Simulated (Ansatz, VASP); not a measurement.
# Ga2O3 in two plane-wave programs

Aim: how closely do two programs agree when they are given the same cell, functional and k mesh? The two relaxations start from unlike cells of this crystal (the structure described is Ansatz's start), so only their ends are compared.

Program: Ansatz 0.2.0. Level of theory: plane waves, with VASP 6.6.1 beside it; relaxation of cell and atoms at RPBE. Results are calculated unless marked as measured.

**1. The starting structure**

Symmetry: R-3c, No. 167, trigonal system. The conventional cell has a = 4.997 Å, b = 4.997 Å, c = 13.451 Å, α = 90.00°, β = 90.00°, γ = 120.00°. Nearest to Ga lie 6 O at 1.93 to 2.08 Å. O has 4 Ga at 1.93 to 2.08 Å nearest. Farther neighbours and most contacts between anions are not listed.

**2. VASP: relaxation of cell and atoms, RPBE**

The relaxed volume is the usual yardstick between codes: in a stiff, nearly cubic crystal its relative difference is about their pressure difference at one cell divided by the bulk modulus.

Lines of VASP's logs that name or quote its potential files are left out, and so is its time.

Input file INCAR:

```
SYSTEM = Ga2O3
PREC = Accurate
ENCUT = 600
EDIFF = 1E-07
NELM = 120
ISMEAR = 0
SIGMA = 0.02
LREAL = .FALSE.
ALGO = Normal
GGA = RP
NBANDS = 54
LORBIT = 11
LWAVE = .FALSE.
LCHARG = .FALSE.
ISIF = 3
IBRION = 2
NSW = 80
EDIFFG = -0.005
LASPH = .TRUE.
GGA_COMPAT = .FALSE.
NELMIN = 4
EFERMI = MIDGAP
KPAR = 2
```

Input file POSCAR:

```
Ga2O3
1.0
    2.5521230652      1.4734694215      4.5893951955
   -2.5521230652      1.4734694215      4.5893951955
    0.0000000000     -2.9469377980      4.5893951878
Ga O
4 6
Direct
    0.8559306275      0.8559306275      0.8559309240
    0.6440691249      0.6440691249      0.6440693483
    0.1440692570      0.1440692570      0.1440693071
    0.3559306852      0.3559306852      0.3559308085
    0.7500000115      0.4464982258      0.0535016513
    0.4464982906      0.0535014618      0.7500001361
    0.0535014420      0.7500000565      0.4464983899
    0.2499997987      0.5535015844      0.9464985054
    0.9464983681      0.2499997536      0.5535017668
    0.5535015195      0.9464983484      0.2500000206
```

Input file KPOINTS:

```
Automatic mesh
0
Gamma
6 6 6
0 0 0
```

Potentials, in the order of the species: Ga_d and O (PBE family, release 64).

Started as:

```bash
> mpirun -np 2 vasp_std
```

Numbers of over 12 decimals in the logs are rounded to 6 here.

What it wrote:

```text
[banner, memory and clock lines left out]
running    2 mpi-ranks, on    1 nodes
 distrk:  each k-point on    1 cores,    2 groups
 distr:  one band on    1 cores,    1 groups

 POSCAR found type information on POSCAR GaO
 POSCAR found :  2 types and      10 ions
|                                                                             |
|               ----> ADVICE to this user running VASP <----                  |
|                                                                             |
|     You enforced a specific xc type in the INCAR file but a different       |
|     [... a line on the potential file left out ...]
|     I HOPE YOU KNOW WHAT YOU ARE DOING!                                     |
|                                                                             |

 LDA part: xc-table for (Slater+PW92), standard interpolation
 POSCAR, INCAR and KPOINTS ok, starting setup
 FFT: planning ... GRIDC
 FFT: planning ... GRID_SOFT
 FFT: planning ... GRID
 WAVECAR not read
 entering main loop
       N       E                     dE             d eps       ncg     rms          rms(c)
DAV:   1     0.126952205784E+04    0.12695E+04   -0.43992E+04  4162   0.328E+03
DAV:   2     0.226040140888E+03   -0.10435E+04   -0.98374E+03  3488   0.873E+02
DAV:   3    -0.404242837991E+02   -0.26646E+03   -0.25864E+03  4008   0.277E+02
DAV:   4    -0.629145109121E+02   -0.22490E+02   -0.22232E+02  4380   0.849E+01
DAV:   5    -0.637454115264E+02   -0.83090E+00   -0.82873E+00  4504   0.166E+01    0.171E+01
DAV:   6    -0.551973326810E+02    0.85481E+01   -0.31158E+01  6188   0.570E+01    0.494E+00
DAV:   7    -0.553439364674E+02   -0.14660E+00   -0.26040E+00  3820   0.935E+00    0.332E+00
DAV:   8    -0.553579150886E+02   -0.13979E-01   -0.47752E-01  4928   0.516E+00    0.118E+00
DAV:   9    -0.553317983216E+02    0.26117E-01   -0.15543E-01  5442   0.432E+00    0.211E-01
DAV:  10    -0.553335546353E+02   -0.17563E-02   -0.11715E-02  4640   0.994E-01    0.551E-02
DAV:  11    -0.553338907052E+02   -0.33607E-03   -0.16205E-03  4098   0.396E-01    0.253E-02
DAV:  12    -0.553339209228E+02   -0.30218E-04   -0.24983E-04  4074   0.156E-01    0.813E-03
DAV:  13    -0.553339281429E+02   -0.72201E-05   -0.40383E-05  4586   0.413E-02    0.450E-03
DAV:  14    -0.553339281003E+02    0.42608E-07   -0.43487E-06  4862   0.154E-02    0.161E-03
DAV:  15    -0.553339280207E+02    0.79650E-07   -0.52076E-07  3690   0.614E-03
   1 F= -.55333928E+02 E0= -.55333928E+02  d E =-.553339E+02
 curvature:   0.00 expect dE= 0.000E+00 dE for cont linesearch  0.000E+00
 trial: gam= 0.00000 g(F)=  0.525E-06 g(S)=  0.715E-04 ort = 0.000E+00 (trialstep = 0.100E+01)
 search vector abs. value=  0.721E-04
 bond charge predicted
       N       E                     dE             d eps       ncg     rms          rms(c)
DAV:   1    -0.553346157407E+02   -0.68764E-03   -0.12094E-02  5218   0.122E+00    0.174E-01
DAV:   2    -0.553340802011E+02    0.53554E-03   -0.13607E-03  5294   0.352E-01    0.742E-02
DAV:   3    -0.553339550991E+02    0.12510E-03   -0.23540E-04  5496   0.224E-01    0.220E-02
DAV:   4    -0.553339363791E+02    0.18720E-04   -0.35241E-05  5662   0.621E-02    0.628E-03
DAV:   5    -0.553339364091E+02   -0.30066E-07   -0.12866E-05  4810   0.325E-02    0.251E-03
DAV:   6    -0.553339362645E+02    0.14465E-06   -0.71059E-07  4050   0.675E-03    0.680E-04
DAV:   7    -0.553339363438E+02   -0.79288E-07   -0.60066E-08  2286   0.156E-03
   2 F= -.55333936E+02 E0= -.55333936E+02  d E =-.832312E-05
 trial-energy change:   -0.000008  1 .order   -0.000011   -0.000072    0.000050
 step:   0.5574(harm=  0.5906)  dis= 0.00004  next Energy=   -55.333948 (dE=-0.196E-04)
 bond charge predicted
       N       E                     dE             d eps       ncg     rms          rms(c)
DAV:   1    -0.553340822945E+02   -0.14603E-03   -0.23598E-03  5252   0.540E-01    0.772E-02
DAV:   2    -0.553339762971E+02    0.10600E-03   -0.26537E-04  5306   0.155E-01    0.328E-02
DAV:   3    -0.553339520017E+02    0.24295E-04   -0.45957E-05  5544   0.989E-02    0.973E-03
DAV:   4    -0.553339484097E+02    0.35921E-05   -0.68372E-06  5648   0.275E-02    0.276E-03
DAV:   5    -0.553339480843E+02    0.32535E-06   -0.24967E-06  4830   0.143E-02    0.111E-03
DAV:   6    -0.553339479685E+02    0.11579E-06   -0.11991E-07  2296   0.298E-03    0.347E-04
DAV:   7    -0.553339479387E+02    0.29791E-07   -0.29404E-08  2160   0.121E-03
   3 F= -.55333948E+02 E0= -.55333948E+02  d E =-.199181E-04
 curvature:  -0.29 expect dE=-0.175E-06 dE for cont linesearch -0.336E-07
 trial: gam=-0.03160 g(F)=  0.238E-06 g(S)=  0.358E-06 ort = 0.287E-05 (trialstep = 0.911E+00)
 search vector abs. value=  0.487E-06
 reached required accuracy - stopping structural energy minimisation
```

OUTCAR, selected parts (step 2):

```text
ion  position               nearest neighbor table
   1  0.856  0.856  0.856-   8 1.97  10 1.97   9 1.97   6 2.13   5 2.13   7 2.13   2 2.92
   2  0.644  0.644  0.644-   8 1.97  10 1.97   9 1.97   6 2.13   5 2.13   7 2.13   1 2.92
   3  0.144  0.144  0.144-   5 1.97   6 1.97   7 1.97  10 2.13   8 2.13   9 2.13   4 2.92
   4  0.356  0.356  0.356-   5 1.97   6 1.97   7 1.97  10 2.13   8 2.13   9 2.13   3 2.92
   5  0.750  0.446  0.054-   3 1.97   4 1.97   2 2.13   1 2.13
   6  0.446  0.054  0.750-   3 1.97   4 1.97   2 2.13   1 2.13
   7  0.054  0.750  0.446-   3 1.97   4 1.97   1 2.13   2 2.13
   8  0.250  0.554  0.946-   1 1.97   2 1.97   3 2.13   4 2.13
   9  0.946  0.250  0.554-   1 1.97   2 1.97   3 2.13   4 2.13
  10  0.554  0.946  0.250-   1 1.97   2 1.97   3 2.13   4 2.13

  LATTYP: Found a trigonal (rhomboedric) cell.
 ALAT       =     5.4540803566
 COS(alpha) =     0.5620845880

 Subroutine GETGRP returns: Found 12 space group operations
 (whereof  6 operations were pure point group operations)

The static configuration has the point symmetry S_6 .
 The point group associated with its full space group is D_3d.

 Found     32 irreducible k-points:

   k-points           NKPTS =     32   k-points in BZ     NKDIM =     32   number of bands    NBANDS=     54

   dimension x,y,z NGX =    48 NGY =   48 NGZ =   48
   dimension x,y,z NGXF=    96 NGYF=   96 NGZF=   96

   ENCUT  =  600.0 eV  44.10 Ry    6.64 a.u.  10.89 10.89 10.89*2*pi/ulx,y,z

   NELECT =      88.0000    total number of electrons

 k-points in reciprocal lattice and weights: Automatic mesh
   0.00000000  0.00000000  0.00000000       0.005
   0.16666667  0.00000000  0.00000000       0.028
   0.33333333  0.00000000 -0.00000000       0.028
   0.50000000  0.00000000 -0.00000000       0.014
   0.16666667  0.16666667  0.00000000       0.028
   0.33333333  0.16666667 -0.00000000       0.056
   0.50000000  0.16666667 -0.00000000       0.056
  -0.33333333  0.16666667  0.00000000       0.056
  -0.16666667  0.16666667  0.00000000       0.028
[...]
-0.33333333  0.50000000  0.33333333       0.028
   0.50000000  0.50000000  0.50000000       0.005

 average (electrostatic) potential at core
       1 -64.4329       2 -64.4329       3 -64.4329       4 -64.4329       5 -69.7266
       6 -69.7266       7 -69.7266       8 -69.7266       9 -69.7266      10 -69.7266

 E-fermi :   5.0621

 k-point     1 :       0.0000    0.0000    0.0000
  band No.  band energies     occupation
    ...
     40       3.6524      2.00000
     41       3.6524      2.00000
     42       3.6806      2.00000
     43       3.7533      2.00000
     44       3.7533      2.00000
     45       6.1574      0.00000
     46      10.1057      0.00000
     47      10.4499      0.00000
     48      12.3259      0.00000
     49      13.5676      0.00000
    ...

 k-point     2 :       0.1667    0.0000    0.0000
  band No.  band energies     occupation
    ...
     40       3.4517      2.00000
     41       3.4517      2.00000
     42       3.5405      2.00000
     43       3.8070      2.00000
     44       3.9002      2.00000
     45       7.0409      0.00000
     46      10.0134      0.00000
     47      10.7237      0.00000
     48      11.9816      0.00000
     49      12.7322      0.00000
    ...

 k-point     3 :       0.3333    0.0000   -0.0000
  band No.  band energies     occupation
    ...
     40       3.0246      2.00000
     41       3.3048      2.00000
     42       3.3790      2.00000
     43       3.7933      2.00000
     44       3.9098      2.00000
     45       8.5036      0.00000
     46       9.9093      0.00000
     47      10.5409      0.00000
     48      11.1607      0.00000
     49      12.8385      0.00000
    ...

  Total        0.0005420      0.0005420     -0.0085854     -0.0000000     -0.0000000     -0.0000000
  in kB        0.0083908      0.0083908     -0.1329128     -0.0000000     -0.0000000     -0.0000000
  external PRESSURE =      -0.0387104 kB  Pullay stress =       0.0000000 kB

  energy-cutoff  :      600.00
  volume of cell :      103.49
      direct lattice vectors                 reciprocal lattice vectors
     2.551639736  1.473190371  4.588530312     0.195952427  0.113133176  0.072644893
    -2.551639736  1.473190371  4.588530312    -0.195952427  0.113133176  0.072644893
     0.000000000 -2.946379697  4.588530304     0.000000000 -0.226266353  0.072644919

 POSITION                                       TOTAL-FORCE (eV/Angst)
 -----------------------------------------------------------------------------------
      0.00000      0.00000     11.78240         0.000000      0.000000      0.000548
      0.00000      0.00000      8.86598        -0.000000     -0.000000     -0.000548
      0.00000      0.00000      1.98319         0.000000     -0.000000     -0.000548
      0.00000      0.00000      4.89961         0.000000      0.000000      0.000548
      0.77441      1.60506      5.73566        -0.000394      0.000683      0.000000
      1.00282     -1.47319      5.73566         0.000789     -0.000000     -0.000000
     -1.77723     -0.13187      5.73566        -0.000394     -0.000683     -0.000000
     -0.77441     -1.60506      8.02993         0.000394     -0.000683     -0.000000
      1.77723      0.13187      8.02993         0.000394      0.000683      0.000000
     -1.00282      1.47319      8.02993        -0.000789      0.000000      0.000000
 -----------------------------------------------------------------------------------
    total drift:                                0.000438      0.000522      0.001214

  FREE ENERGIE OF THE ION-ELECTRON SYSTEM (eV)
  ---------------------------------------------------
  free  energy   TOTEN  =       -55.3339479387 eV

  energy  without entropy=      -55.3339479387  energy(sigma->0) =      -55.33394794

 reached required accuracy - stopping structural energy minimisation

 total charge
# of ion       s       p       d       tot
------------------------------------------
    1        0.661   0.671  10.201  11.533
    2        0.661   0.671  10.201  11.533
    3        0.661   0.671  10.201  11.533
    4        0.661   0.671  10.201  11.533
    5        1.560   3.485   0.000   5.045
    6        1.560   3.485   0.000   5.045
    7        1.560   3.485   0.000   5.045
    8        1.560   3.485   0.000   5.045
    9        1.560   3.485   0.000   5.045
   10        1.560   3.485   0.000   5.045
--------------------------------------------------
tot         12.002  23.597  40.804  76.402

[... 3 further parts left out ...]
```

CONTCAR:

```
Ga2O3
   1.00000000000000
     2.5516397357635352    1.4731903709102248    4.5885303120864416
    -2.5516397357635352    1.4731903709102248    4.5885303120864416
     0.0000000000000000   -2.9463796972198302    4.5885303044525783
  Ga              O
     4     6
Direct
     0.8559313762225940    0.8559313762225940    0.8559316727225920
     0.6440683761774069    0.6440683761774069    0.6440685995774075
     0.1440685082774053    0.1440685082774053    0.1440685583774041
     0.3559314339225934    0.3559314339225934    0.3559315572225913
     0.7500000114999990    0.4465051225251673    0.0534947545748351
     0.4465051873251658    0.0534945650748351    0.7500001360999988
     0.0534945452748301    0.7500000564999996    0.4465052866251684
     0.2499997987000031    0.5534946876748348    0.9465054021251691
     0.9465052648251702    0.2499997536000007    0.5534948700748286
     0.5534946227748345    0.9465052451251670    0.2500000205999982
```

The PAW data sets were made with PBE, which is usual practice but a small mismatch for other functionals. The run keeps the 12 symmetry operations of its start, so it cannot find a distortion of lower symmetry.

(Part 1 of 2 ends here.)

[Lines on the potential files, build, host, timing and source positions are cut from VASP's logs without a mark.]

[Logs are printed without paths, hosts, clocks, repeated set-up lines and the standing remarks that a program may print on its own settings, such as how far it seeks lower states.]

[Hosts, paths, dates, database ids (printed as entryN), source tags and the programs' standing remarks are cut or masked in the printed files.]
